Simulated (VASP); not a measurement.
# Co (P6_3/mmc) in VASP: reference runs, part 2 of 2

VASP 6.6.1. Earlier steps stand in the parts before.

## 5. Equation of state, PBE, collinear spin, ferromagnetic start, 10.26 Å³/atom (volume scaled by 0.96)

INCAR

```
ALGO = Normal
EDIFF = 1E-7
ENCUT = 520
GGA = PE
ISIF = 2
ISMEAR = -1
ISPIN = 2
LASPH = True
LCHARG = False
LMAXMIX = 4
LORBIT = 11
LREAL = False
LWAVE = False
MAGMOM = 2 2 2 2
NBANDS = 30
NELM = 100
PREC = Accurate
SIGMA = 0.05
```

KPOINTS

```
k-points
0
Gamma
  12 12 4
```

POSCAR

```
Co
1.0
    2.4371717178      0.0000000000      0.0000000000
   -1.2185858589      2.1106526210      0.0000000000
    0.0000000000      0.0000000000      7.9789199430
Co
4
Direct
    0.6666666667      0.3333333333      0.7500000000
    0.0000000000      0.0000000000      0.5000000000
    0.3333333333      0.6666666667      0.2500000000
    0.0000000000      0.0000000000      0.0000000000
```

Started as:

```sh
$ cat potpaw_PBE.64/Co/POTCAR > POTCAR
$ mpirun -np 1 vasp_std > vasp.out
```

Wall time 74 s (1 thread of Intel Xeon 6975P-C (Granite Rapids), shared host); peak memory 0.22 GiB.

Results (log left out):

| Item | Value |
| --- | --- |
| Free energy | -28.0274 eV |
| Pressure | 13.6 GPa |
| Band gap on the k mesh | none (metal or under the smearing width) |
| Net moment | 6.35 μB per cell |
| Site moments | Co +1.61, +1.58 μB |
| Valence electrons inside the program's atomic spheres | Co 8.38, 8.39 |

## 6. Equation of state, PBE, collinear spin, ferromagnetic start, 10.47 Å³/atom (volume scaled by 0.98)

INCAR

```
SYSTEM = Co
PREC     = Accurate       ! precision mode
ENCUT    = 520            ! plane-wave cutoff, eV
EDIFF    = 1E-7           ! SCF threshold, eV
ISMEAR   = -1             ! smearing method
SIGMA    = 0.05           ! smearing width, eV
LREAL    = .FALSE.        ! projectors in reciprocal space
LASPH    = .TRUE.         ! aspherical terms in the spheres
NELM     = 120            ! most SCF steps
ALGO     = Normal         ! electronic algorithm
ISIF     = 2              ! what is computed and relaxed
LWAVE    = .FALSE.        ! write WAVECAR
LCHARG   = .FALSE.        ! write CHGCAR
ISPIN    = 2              ! spin polarisation
MAGMOM   = 2 2 2 2        ! initial moments
LORBIT   = 11             ! projections on sites
LMAXMIX  = 4              ! l up to which the mixer works
GGA      = PE             ! functional
NBANDS   = 30             ! bands
```

KPOINTS

```
regular mesh
0
G
  12 12 4
  0 0 0
```

POSCAR

```
Co
1.0
    2.4539803297      0.0000000000      0.0000000000
   -1.2269901649      2.1252093060      0.0000000000
    0.0000000000      0.0000000000      8.0339487160
Co
4
Direct
    0.6666666667      0.3333333333      0.7500000000
    0.0000000000      0.0000000000      0.5000000000
    0.3333333333      0.6666666667      0.2500000000
    0.0000000000      0.0000000000      0.0000000000
```

Potentials or basis: VASP PAW PBE potentials, release 64 (Co).

Started as:

```sh
$ cat potpaw_PBE.64/Co/POTCAR > POTCAR
$ mpirun -np 1 vasp_std > vasp.out
```

Wall time 74 s (1 thread of Intel Xeon 6975P-C (Granite Rapids), shared host); peak memory 0.23 GiB.

It converged, with:

| Property | Result |
| --- | --- |
| Free energy | -28.0859 eV |
| Pressure | 8.5 GPa |
| Band gap on the k mesh | none (metal or under the smearing width) |
| Net moment | 6.47 μB per cell |
| Site moments | Co +1.64, +1.62 μB |
| Valence electrons inside the program's atomic spheres | Co 8.34, 8.35 |

## 7. Equation of state, PBE, collinear spin, ferromagnetic start, 10.90 Å³/atom (volume scaled by 1.02)

INCAR

```
SYSTEM = Co
PREC     = Accurate       ! precision mode
ENCUT    = 520            ! plane-wave cutoff, eV
EDIFF    = 1E-7           ! SCF threshold, eV
ISMEAR   = -1             ! smearing method
SIGMA    = 0.05           ! smearing width, eV
LREAL    = .False.        ! projectors in reciprocal space
LASPH    = .True.         ! aspherical terms in the spheres
NELM     = 150            ! most SCF steps
ALGO     = Normal         ! electronic algorithm
ISIF     = 2              ! what is computed and relaxed
LWAVE    = .False.        ! write WAVECAR
LCHARG   = .False.        ! write CHGCAR
ISPIN    = 2              ! spin polarisation
MAGMOM   = 2 2 2 2        ! initial moments
LORBIT   = 11             ! projections on sites
LMAXMIX  = 4              ! l up to which the mixer works
GGA      = PE             ! functional
NBANDS   = 30             ! bands
```

KPOINTS

```
regular mesh
0
Gamma
  12 12 4
  0 0 0
```

POSCAR

```
Co
1.0
    2.4869235940      0.0000000000      0.0000000000
   -1.2434617971      2.1537390097      0.0000000000
    0.0000000000      0.0000000000      8.1417998233
Co
4
Direct
    0.6666666667      0.3333333333      0.7500000000
    0.0000000000      0.0000000000      0.5000000000
    0.3333333333      0.6666666667      0.2500000000
    0.0000000000      0.0000000000      0.0000000000
```

Started as:

```sh
$ cat potpaw_PBE.64/Co/POTCAR > POTCAR
$ mpirun -np 1 vasp_std > vasp.out
```

Wall time 81 s (1 thread of Intel Xeon 6975P-C (Granite Rapids), shared host); peak memory 0.23 GiB.

It converged, with:

* Free energy: -28.1271 eV
* Pressure: -0.5 GPa
* Band gap on the k mesh: none (metal or under the smearing width)
* Net moment: 6.64 μB per cell
* Site moments: Co +1.69, +1.67 μB
* Valence electrons inside the program's atomic spheres: Co 8.26, 8.27

## 8. Equation of state, PBE, collinear spin, ferromagnetic start, 11.12 Å³/atom (volume scaled by 1.04)

INCAR

```
SYSTEM = Co
PREC     = Accurate       ! precision mode
ENCUT    = 520            ! plane-wave cutoff, eV
EDIFF    = 1E-7           ! SCF threshold, eV
ISMEAR   = -1             ! smearing method
SIGMA    = 0.05           ! smearing width, eV
LREAL    = .FALSE.        ! projectors in reciprocal space
LASPH    = .TRUE.         ! aspherical terms in the spheres
NELM     = 120            ! most SCF steps
ALGO     = Normal         ! electronic algorithm
ISIF     = 2              ! what is computed and relaxed
LWAVE    = .FALSE.        ! write WAVECAR
LCHARG   = .FALSE.        ! write CHGCAR
ISPIN    = 2              ! spin polarisation
MAGMOM   = 2 2 2 2        ! initial moments
LORBIT   = 11             ! projections on sites
LMAXMIX  = 4              ! l up to which the mixer works
GGA      = PE             ! functional
NBANDS   = 30             ! bands
```

KPOINTS

```
Automatic mesh
0
G
  12 12 4
  0 0 0
```

POSCAR

```
Co
1.0
    2.5030729010      0.0000000000      0.0000000000
   -1.2515364506      2.1677247198      0.0000000000
    0.0000000000      0.0000000000      8.1946701348
Co
4
Direct
    0.6666666667      0.3333333333      0.7500000000
    0.0000000000      0.0000000000      0.5000000000
    0.3333333333      0.6666666667      0.2500000000
    0.0000000000      0.0000000000      0.0000000000
```

Started as:

```sh
$ cat potpaw_PBE.64/Co/POTCAR > POTCAR
$ mpirun -np 1 vasp_std > vasp.out
```

It took 89 s on 1 thread of Intel Xeon 6975P-C (Granite Rapids), shared host; peak memory 0.24 GiB.

Results (log left out):

* Free energy: -28.1144 eV
* Pressure: -4.3 GPa
* Band gap on the k mesh: none (metal or under the smearing width)
* Net moment: 6.70 μB per cell
* Site moments: Co +1.71, +1.69 μB
* Valence electrons inside the program's atomic spheres: Co 8.22, 8.23

## 9. Equation of state, PBE, collinear spin, ferromagnetic start, 11.33 Å³/atom (volume scaled by 1.06)

INCAR

```
PREC = Accurate ; ENCUT = 520
EDIFF = 1E-7 ; ISMEAR = -1
SIGMA = 0.05 ; LREAL = False
LASPH = True ; NELM = 150
ALGO = Normal ; ISIF = 2
LWAVE = False ; LCHARG = False
ISPIN = 2 ; MAGMOM = 2 2 2 2
LORBIT = 11 ; LMAXMIX = 4
GGA = PE ; NBANDS = 30
```

KPOINTS

```
Automatic mesh
0
Gamma
  12 12 4
```

POSCAR

```
Co
1.0
    2.5190164704      0.0000000000      0.0000000000
   -1.2595082352      2.1815322559      0.0000000000
    0.0000000000      0.0000000000      8.2468668932
Co
4
Direct
    0.6666666667      0.3333333333      0.7500000000
    0.0000000000      0.0000000000      0.5000000000
    0.3333333333      0.6666666667      0.2500000000
    0.0000000000      0.0000000000      0.0000000000
```

Potentials or basis: VASP PAW PBE potentials, release 64 (Co).

Started as:

```sh
$ cat potpaw_PBE.64/Co/POTCAR > POTCAR
$ mpirun -np 1 vasp_std > vasp.out
```

It took 90 s on 1 thread of Intel Xeon 6975P-C (Granite Rapids), shared host; peak memory 0.25 GiB.

It converged, with:

| Property | Result |
| --- | --- |
| Free energy | -28.0824 eV |
| Pressure | -7.7 GPa |
| Band gap on the k mesh | none (metal or under the smearing width) |
| Net moment | 6.76 μB per cell |
| Site moments | Co +1.72, +1.71 μB |
| Valence electrons inside the program's atomic spheres | Co 8.19 |

## 10. Equation of state, PBE, collinear spin, ferromagnetic start

This step only gathers the single runs of the series.

What came out:

* Equilibrium volume: 10.88 Å³/atom
* Bulk modulus at fixed shape and positions: 206 GPa
* Pressure derivative of the bulk modulus: 4.0

Energy against volume, from the lowest point:
| volume (Å³/atom) | energy (meV/atom) |
| --- | --- |
| 10.047 | 46.74 |
| 10.261 | 24.93 |
| 10.475 | 10.30 |
| 10.688 | 2.18 |
| 10.902 | 0.00 |
| 11.116 | 3.20 |
| 11.330 | 11.19 |

Caveat: the cell was scaled at fixed shape and fractional positions, which overstates the stiffness of a crystal with free parameters, most of all of layers and chains.

## 11. Overview

```tsv
task	cell	gap on the mesh (eV)	pressure (GPa)	moment (μB)
single point	as given	none	3.8	6.57
single point	atoms moved at random, drawn with an rms of 0.05 Å	none	4.3	6.57
equation of state	as given	-	-	-
```

Alike in all rows: level PBE; potentials or basis VASP PAW PBE potentials, release 64 (Co); spin collinear, ferromagnetic start; k mesh 12 × 12 × 4; cutoff (eV) 520; smearing fermi-dirac 0.05 eV.

Caveats: the cell was scaled at fixed shape and fractional positions, which overstates the stiffness of a crystal with free parameters, most of all of layers and chains (some runs).

Total energies depend on the potentials used, so only differences within one code and one set of settings carry meaning.
